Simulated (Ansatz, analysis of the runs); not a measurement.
# Twisting the rings, from 4,4'-biphenylene with isocyanide ends, rings twisted by 0 degrees, between Au (111) faces with adatoms, part 2 of 3

Wanted: G at twists from flat to perpendicular.

Ansatz 0.2.0; DFT PBE, plane waves, PAW; transmission of a junction between electrodes.

So far, conductance of the junction (G₀): step 2 (transmission between the leads, twist 0 degree) 0.0182.

## (4) Transmission between the leads, twist 20 degree

This step: DFT PBE, plane waves, PAW; transmission of a junction between electrodes (Ansatz 0.2.0).

One ring is turned to 20°, with its anchor, and the junction is built anew at the same bond lengths.

File input.yaml:

```yaml
crystal:
  lattice:
    - [8.8246926292, 0.0, 0.0]
    - [4.4123463146, 7.6424079975, 0.0]
    - [0.0, 0.0, 37.5432055923]
  atoms:
    - { symbol: Au, position: [0.722222222, 0.722222222, 0.0] }
    - { symbol: Au, position: [0.722222222, 0.055555556, 0.0] }
    - { symbol: Au, position: [0.722222222, 0.388888889, 0.0] }
    - { symbol: Au, position: [0.055555556, 0.722222222, 0.0] }
    - { symbol: Au, position: [0.055555556, 0.055555556, 0.0] }
    - { symbol: Au, position: [0.055555556, 0.388888889, 0.0] }
    - { symbol: Au, position: [0.388888889, 0.722222222, 0.0] }
    - { symbol: Au, position: [0.388888889, 0.055555556, 0.0] }
    - { symbol: Au, position: [0.388888889, 0.388888889, 0.0] }
    - { symbol: Au, position: [0.833333333, 0.833333333, 0.063973683] }
    - { symbol: Au, position: [0.833333333, 0.166666667, 0.063973683] }
    - { symbol: Au, position: [0.833333333, 0.5, 0.063973683] }
    - { symbol: Au, position: [0.166666667, 0.833333333, 0.063973683] }
    - { symbol: Au, position: [0.166666667, 0.166666667, 0.063973683] }
    - { symbol: Au, position: [0.166666667, 0.5, 0.063973683] }
    - { symbol: Au, position: [0.5, 0.833333333, 0.063973683] }
    - { symbol: Au, position: [0.5, 0.166666667, 0.063973683] }
    - { symbol: Au, position: [0.5, 0.5, 0.063973683] }
    - { symbol: Au, position: [0.944444444, 0.944444444, 0.127947365] }
    - { symbol: Au, position: [0.944444444, 0.277777778, 0.127947365] }
    - { symbol: Au, position: [0.944444444, 0.611111111, 0.127947365] }
    - { symbol: Au, position: [0.277777778, 0.944444444, 0.127947365] }
    - { symbol: Au, position: [0.277777778, 0.277777778, 0.127947365] }
    - { symbol: Au, position: [0.277777778, 0.611111111, 0.127947365] }
    - { symbol: Au, position: [0.611111111, 0.944444444, 0.127947365] }
    - { symbol: Au, position: [0.611111111, 0.277777778, 0.127947365] }
    - { symbol: Au, position: [0.611111111, 0.611111111, 0.127947365] }
    - { symbol: Au, position: [0.055555556, 0.055555556, 0.191921048] }
    - { symbol: Au, position: [0.055555556, 0.388888889, 0.191921048] }
    - { symbol: Au, position: [0.055555556, 0.722222222, 0.191921048] }
[... 7 lines left out ...]
    - { symbol: C, position: [0.500001383, 0.499999922, 0.305626115] }
    - { symbol: "N", position: [0.50000218, 0.499999877, 0.336842837] }
    - { symbol: C, position: [0.500003001, 0.499999909, 0.373810898] }
    - { symbol: C, position: [0.658575809, 0.427204799, 0.391952498] }
    - { symbol: C, position: [0.657959333, 0.427547293, 0.429169756] }
    - { symbol: C, position: [0.500004598, 0.499998161, 0.448403232] }
    - { symbol: C, position: [0.34204901, 0.572450578, 0.429170018] }
    - { symbol: C, position: [0.341430986, 0.572794715, 0.391952767] }
    - { symbol: C, position: [0.50000505, 0.499996352, 0.487623096] }
    - { symbol: C, position: [0.645883728, 0.479919507, 0.506856545] }
    - { symbol: C, position: [0.64642351, 0.479909997, 0.5440738] }
    - { symbol: C, position: [0.500004065, 0.499995955, 0.56221542] }
    - { symbol: C, position: [0.353585413, 0.520081451, 0.544073579] }
    - { symbol: C, position: [0.354126185, 0.520072257, 0.506856334] }
    - { symbol: "N", position: [0.500003035, 0.499996867, 0.599183469] }
    - { symbol: C, position: [0.500001926, 0.499998012, 0.630400202] }
    - { symbol: H, position: [0.781514195, 0.370412817, 0.377457572] }
    - { symbol: H, position: [0.782470663, 0.369093774, 0.443240324] }
    - { symbol: H, position: [0.217538315, 0.630903257, 0.443240802] }
    - { symbol: H, position: [0.218492002, 0.629586968, 0.377458049] }
    - { symbol: H, position: [0.760209872, 0.465638706, 0.492785927] }
    - { symbol: H, position: [0.759763346, 0.464746751, 0.558568725] }
    - { symbol: H, position: [0.240245052, 0.535244573, 0.558568315] }
    - { symbol: H, position: [0.239800316, 0.534353473, 0.492785556] }
[... 29 lines left out ...]
    - { symbol: Au, position: [0.611111111, 0.944444444, 0.936026317] }
    - { symbol: Au, position: [0.611111111, 0.277777778, 0.936026317] }
    - { symbol: Au, position: [0.944444444, 0.611111111, 0.936026317] }
    - { symbol: Au, position: [0.944444444, 0.944444444, 0.936026317] }
    - { symbol: Au, position: [0.944444444, 0.277777778, 0.936026317] }
    - { symbol: Au, position: [0.277777778, 0.611111111, 0.936026317] }
    - { symbol: Au, position: [0.277777778, 0.944444444, 0.936026317] }
    - { symbol: Au, position: [0.277777778, 0.277777778, 0.936026317] }
kpoints:
  mp_grid: { grid: [4, 4, 1] }
scf:
  occupations: { method: fermi_dirac, width: 0.1 }
hamiltonian:
  xc: pbe
output:
  transmission: { leads: [[89, 0]], e_range: [-0.7, 0.7], de: 0.035, kmesh: [4, 4] }
  dos: { projected: true, e_range: [-5, 4] }
  write_potential: true
  write_density: true
  volumetric_format: npy
```

Launch:

```
$ ansatz run input.yaml --threads 16 --pin off --max-ram 61440MiB --backend cuda --events-out ev --progress --plain --runs-dir out --max-vram 78GiB
```

Numbers of over 12 decimals in the logs are rounded to 6 here.

Output:

```text
[...]
Crystal: 98 atoms, lattice volume = 2531.985 Å³
Basis set: ecut = 420 eV, 49523 PW (Γ)
Bands: 888, of which v1, the nominal top of the filled ones, is band 740 counted from 1 (739 counted from 0)
Symmetry: 1 space group operations
[...]
k-points: 10 of 16 (time reversal used)
[...]
transmission: 513 of 570 steps passed
[...]
SCF converged after 15 iterations
[...]
--- Transmission ---
  basis      : 595 plane waves across, 57 finite elements along
  points     : 10, standing for a mesh of 4 x 4
[...]
filled         : 0.2 meV over the level at which it is neutral
    channels       : 7.687500e0 a spin
[...]
junction   : crystal 0 to crystal 0, -0.50 to 34.64 Å
    transmission   : 1.430772e-2 a spin
[...]
resistance     : 5.2063e-1 Ω µm² beyond half of each lead's own
```

Wall time 8.1 min (1 × NVIDIA GB200 with 16 threads of Arm Neoverse V2, shared host); peak memory 20 GiB.

The conductance is 0.0167 G₀. The conductance is 0.91 times that of the last run that gave one. The lead's Hamiltonian steps by 21.5 meV, which the program lets pass, though it counts in the error estimate. The largest term of the program's error estimate is 46 %, from the steps of its leads' Hamiltonians or their offsets.

## (5) Conductance and thermopower from T(E)

This step: Landauer integrals over the computed T(E), interpolated linearly between its energies (analysis of the runs above).

The thermopower is -87.9 μV/K. The Lorenz ratio is 1.42, where the Wiedemann-Franz law gives 1. These values rest on a semilocal level alignment and on the mesh across the current. Moving the level by up to 0.1 eV either way gives -129 to -61 μV/K.

## (6) The open system, twist 40 degree

This step: DFT PBE, plane waves, PAW; transmission of a junction between electrodes (Ansatz 0.2.0).

One ring is turned to 40°, with its anchor, and the junction is built anew at the same bond lengths.

Changes to input.yaml since step 4:

```diff
@@ -4,3 +4,3 @@
     - [4.4123463146, 7.6424079975, 0.0]
-    - [0.0, 0.0, 37.5432055923]
+    - [0.0, 0.0, 37.5432055921]
   atoms:
@@ -37,26 +37,26 @@
 [... 7 lines left out ...]
-    - { symbol: C, position: [0.500001383, 0.499999922, 0.305626115] }
-    - { symbol: "N", position: [0.50000218, 0.499999877, 0.336842837] }
-    - { symbol: C, position: [0.500003001, 0.499999909, 0.373810898] }
-    - { symbol: C, position: [0.658575809, 0.427204799, 0.391952498] }
-    - { symbol: C, position: [0.657959333, 0.427547293, 0.429169756] }
-    - { symbol: C, position: [0.500004598, 0.499998161, 0.448403232] }
-    - { symbol: C, position: [0.34204901, 0.572450578, 0.429170018] }
-    - { symbol: C, position: [0.341430986, 0.572794715, 0.391952767] }
-    - { symbol: C, position: [0.50000505, 0.499996352, 0.487623096] }
-    - { symbol: C, position: [0.645883728, 0.479919507, 0.506856545] }
-    - { symbol: C, position: [0.64642351, 0.479909997, 0.5440738] }
-    - { symbol: C, position: [0.500004065, 0.499995955, 0.56221542] }
-    - { symbol: C, position: [0.353585413, 0.520081451, 0.544073579] }
-    - { symbol: C, position: [0.354126185, 0.520072257, 0.506856334] }
-    - { symbol: "N", position: [0.500003035, 0.499996867, 0.599183469] }
-    - { symbol: C, position: [0.500001926, 0.499998012, 0.630400202] }
-    - { symbol: H, position: [0.781514195, 0.370412817, 0.377457572] }
-    - { symbol: H, position: [0.782470663, 0.369093774, 0.443240324] }
-    - { symbol: H, position: [0.217538315, 0.630903257, 0.443240802] }
-    - { symbol: H, position: [0.218492002, 0.629586968, 0.377458049] }
-    - { symbol: H, position: [0.760209872, 0.465638706, 0.492785927] }
-    - { symbol: H, position: [0.759763346, 0.464746751, 0.558568725] }
-    - { symbol: H, position: [0.240245052, 0.535244573, 0.558568315] }
-    - { symbol: H, position: [0.239800316, 0.534353473, 0.492785556] }
+    - { symbol: C, position: [0.500001777, 0.500000065, 0.305626115] }
+    - { symbol: "N", position: [0.5000028, 0.500000103, 0.336842837] }
+    - { symbol: C, position: [0.500003889, 0.500000232, 0.373810898] }
+    - { symbol: C, position: [0.658576828, 0.42720517, 0.391952448] }
+    - { symbol: C, position: [0.657960622, 0.427547763, 0.429169706] }
+    - { symbol: C, position: [0.500006026, 0.499998682, 0.448403232] }
+    - { symbol: C, position: [0.342050299, 0.572451048, 0.429170067] }
+    - { symbol: C, position: [0.341432005, 0.572795086, 0.391952817] }
+    - { symbol: C, position: [0.500006763, 0.499996977, 0.487623096] }
+    - { symbol: C, position: [0.616210697, 0.534778505, 0.506856581] }
+    - { symbol: C, position: [0.616614797, 0.534981031, 0.544073836] }
+    - { symbol: C, position: [0.500005592, 0.499996465, 0.56221542] }
+    - { symbol: C, position: [0.383397449, 0.465011526, 0.544073542] }
+    - { symbol: C, position: [0.383802754, 0.465214474, 0.506856298] }
+    - { symbol: "N", position: [0.500004172, 0.499997259, 0.599183469] }
+    - { symbol: C, position: [0.500002648, 0.499998261, 0.630400202] }
+    - { symbol: H, position: [0.781515109, 0.37041315, 0.377457484] }
+    - { symbol: H, position: [0.782472054, 0.369094281, 0.443240236] }
+    - { symbol: H, position: [0.217539706, 0.630903764, 0.443240891] }
+    - { symbol: H, position: [0.218492916, 0.629587301, 0.377458138] }
+    - { symbol: H, position: [0.706706712, 0.563689835, 0.492785992] }
+    - { symbol: H, position: [0.706727023, 0.562499485, 0.55856879] }
+    - { symbol: H, position: [0.293284651, 0.437492852, 0.55856825] }
+    - { symbol: H, position: [0.293307004, 0.4363036, 0.492785492] }
 [... 29 lines left out ...]
```

Output:

```text
[...]
Crystal: 98 atoms, lattice volume = 2531.985 Å³
Basis set: ecut = 420 eV, 49523 PW (Γ)
Bands: 888, of which v1, the nominal top of the filled ones, is band 740 counted from 1 (739 counted from 0)
Symmetry: 1 space group operations
[...]
k-points: 10 of 16 (time reversal used)
[...]
transmission: 513 of 570 steps passed
[...]
SCF converged after 16 iterations
[...]
--- Transmission ---
  basis      : 595 plane waves across, 57 finite elements along
  points     : 10, standing for a mesh of 4 x 4
  on the GPU : 10 of these points
[...]
filled         : 0.2 meV over the level at which it is neutral
    channels       : 7.687500e0 a spin
[...]
junction   : crystal 0 to crystal 0, -0.50 to 34.64 Å
    transmission   : 1.089916e-2 a spin
[...]
resistance     : 6.9673e-1 Ω µm² beyond half of each lead's own
```

Run time: 3.2 min. Hardware: 1 × NVIDIA GB200 with 16 threads; peak memory 19 GiB.

The conductance is 0.0125 G₀. The conductance is 0.75 times that of the last run that gave one. The lead's Hamiltonian steps by 21.5 meV, which the program lets pass, though it counts in the error estimate. The largest term of the program's error estimate is 43 %, from the steps of its leads' Hamiltonians or their offsets.

## (7) Conductance and thermopower from T(E)

This step: Landauer integrals over the computed T(E), interpolated linearly between its energies (analysis of the runs above).

The thermopower is -81.1 μV/K. The Lorenz ratio is 1.35, where the Wiedemann-Franz law gives 1. These values rest on a semilocal level alignment and on the mesh across the current. Moving the level by up to 0.1 eV either way gives -120 to -59 μV/K.

## (8) Transmission between the leads, twist 60 degree

This step: DFT PBE, plane waves, PAW; transmission of a junction between electrodes (Ansatz 0.2.0).

One ring is turned to 60°, with its anchor, and the junction is built anew at the same bond lengths.

Changes to input.yaml since step 6:

```diff
@@ -4,3 +4,3 @@
     - [4.4123463146, 7.6424079975, 0.0]
-    - [0.0, 0.0, 37.5432055921]
+    - [0.0, 0.0, 37.543205592]
   atoms:
@@ -37,26 +37,26 @@
 [... 7 lines left out ...]
-    - { symbol: C, position: [0.500001777, 0.500000065, 0.305626115] }
-    - { symbol: "N", position: [0.5000028, 0.500000103, 0.336842837] }
-    - { symbol: C, position: [0.500003889, 0.500000232, 0.373810898] }
-    - { symbol: C, position: [0.658576828, 0.42720517, 0.391952448] }
-    - { symbol: C, position: [0.657960622, 0.427547763, 0.429169706] }
-    - { symbol: C, position: [0.500006026, 0.499998682, 0.448403232] }
-    - { symbol: C, position: [0.342050299, 0.572451048, 0.429170067] }
-    - { symbol: C, position: [0.341432005, 0.572795086, 0.391952817] }
-    - { symbol: C, position: [0.500006763, 0.499996977, 0.487623096] }
-    - { symbol: C, position: [0.616210697, 0.534778505, 0.506856581] }
-    - { symbol: C, position: [0.616614797, 0.534981031, 0.544073836] }
-    - { symbol: C, position: [0.500005592, 0.499996465, 0.56221542] }
-    - { symbol: C, position: [0.383397449, 0.465011526, 0.544073542] }
-    - { symbol: C, position: [0.383802754, 0.465214474, 0.506856298] }
-    - { symbol: "N", position: [0.500004172, 0.499997259, 0.599183469] }
-    - { symbol: C, position: [0.500002648, 0.499998261, 0.630400202] }
-    - { symbol: H, position: [0.781515109, 0.37041315, 0.377457484] }
-    - { symbol: H, position: [0.782472054, 0.369094281, 0.443240236] }
-    - { symbol: H, position: [0.217539706, 0.630903764, 0.443240891] }
-    - { symbol: H, position: [0.218492916, 0.629587301, 0.377458138] }
-    - { symbol: H, position: [0.706706712, 0.563689835, 0.492785992] }
-    - { symbol: H, position: [0.706727023, 0.562499485, 0.55856879] }
-    - { symbol: H, position: [0.293284651, 0.437492852, 0.55856825] }
-    - { symbol: H, position: [0.293307004, 0.4363036, 0.492785492] }
+    - { symbol: C, position: [0.500002012, 0.500000384, 0.305626115] }
+    - { symbol: "N", position: [0.50000317, 0.500000605, 0.336842837] }
+    - { symbol: C, position: [0.50000442, 0.500000951, 0.373810898] }
+    - { symbol: C, position: [0.658577437, 0.427205995, 0.391952417] }
+    - { symbol: C, position: [0.657961393, 0.427548806, 0.429169675] }
+    - { symbol: C, position: [0.500006881, 0.499999838, 0.448403232] }
+    - { symbol: C, position: [0.34205107, 0.572452091, 0.429170099] }
+    - { symbol: C, position: [0.341432615, 0.572795911, 0.391952848] }
+    - { symbol: C, position: [0.500007788, 0.499998363, 0.487623096] }
+    - { symbol: C, position: [0.572521056, 0.58544306, 0.506856602] }
+    - { symbol: C, position: [0.572740708, 0.585833121, 0.544073858] }
+    - { symbol: C, position: [0.500006525, 0.499997648, 0.56221542] }
+    - { symbol: C, position: [0.427273566, 0.414162012, 0.544073521] }
+    - { symbol: C, position: [0.427494541, 0.414552699, 0.506856276] }
+    - { symbol: "N", position: [0.500004862, 0.499998154, 0.599183469] }
+    - { symbol: C, position: [0.500003085, 0.499998828, 0.630400202] }
+    - { symbol: H, position: [0.781515656, 0.37041389, 0.377457428] }
+    - { symbol: H, position: [0.782472886, 0.369095407, 0.44324018] }
+    - { symbol: H, position: [0.217540538, 0.63090489, 0.443240946] }
+    - { symbol: H, position: [0.218493463, 0.629588041, 0.377458193] }
+    - { symbol: H, position: [0.628271796, 0.654059418, 0.492786029] }
+    - { symbol: H, position: [0.628756452, 0.652714113, 0.558568828] }
+    - { symbol: H, position: [0.371257253, 0.34728067, 0.558568213] }
+    - { symbol: H, position: [0.371744042, 0.345936841, 0.492785455] }
 [... 29 lines left out ...]
```

Output:

```text
[...]
Crystal: 98 atoms, lattice volume = 2531.985 Å³
Basis set: ecut = 420 eV, 49523 PW (Γ)
Bands: 888, of which v1, the nominal top of the filled ones, is band 740 counted from 1 (739 counted from 0)
Symmetry: 1 space group operations
[...]
k-points: 10 of 16 (time reversal used)
[...]
transmission: 513 of 570 steps passed
[...]
SCF converged after 17 iterations
[...]
--- Transmission ---
  basis      : 595 plane waves across, 57 finite elements along
  points     : 10, standing for a mesh of 4 x 4
[...]
filled         : 0.1 meV over the level at which it is neutral
    channels       : 7.687500e0 a spin
[...]
junction   : crystal 0 to crystal 0, -0.50 to 34.64 Å
    transmission   : 5.933822e-3 a spin
[...]
resistance     : 1.3049e0 Ω µm² beyond half of each lead's own
```

It took 7.4 min on 1 × NVIDIA GB200 with 16 threads; peak memory 19 GiB.

The conductance is 0.00666 G₀. The conductance is 0.53 times that of the last run that gave one. The lead's Hamiltonian steps by 21.5 meV, which the program lets pass, though it counts in the error estimate. The largest term of the program's error estimate is 41 %, from the steps of its leads' Hamiltonians or their offsets.

## (9) Conductance and thermopower from T(E)

This step: Landauer integrals over the computed T(E), interpolated linearly between its energies (analysis of the runs above).

T(E) held rigid; rough near sharp steps of T(E). Conductance at 300 K against shift of the leads' level:

```csv
shift of the leads' level (eV),conductance at 300 K (G₀)
-0.150,0.00204
-0.100,0.00293
-0.050,0.00434
0.000,0.00674
0.050,0.0111
0.100,0.0198
0.150,0.0392
0.200,0.0866
0.250,0.198
0.300,0.414
0.350,0.650
```

The thermopower is -74.2 μV/K. The Lorenz ratio is 1.27, where the Wiedemann-Franz law gives 1. These values rest on a semilocal level alignment and on the mesh across the current. Moving the level by up to 0.1 eV either way gives -107 to -58 μV/K.

(Continued in part 3 of 3.)

[Logs are printed without paths, hosts, clocks, repeated set-up lines and the standing remarks that a program may print on its own settings, such as how far it seeks lower states.]

[Hosts, paths, dates, database ids (printed as entryN), source tags and the programs' standing remarks are cut or masked in the printed files.]
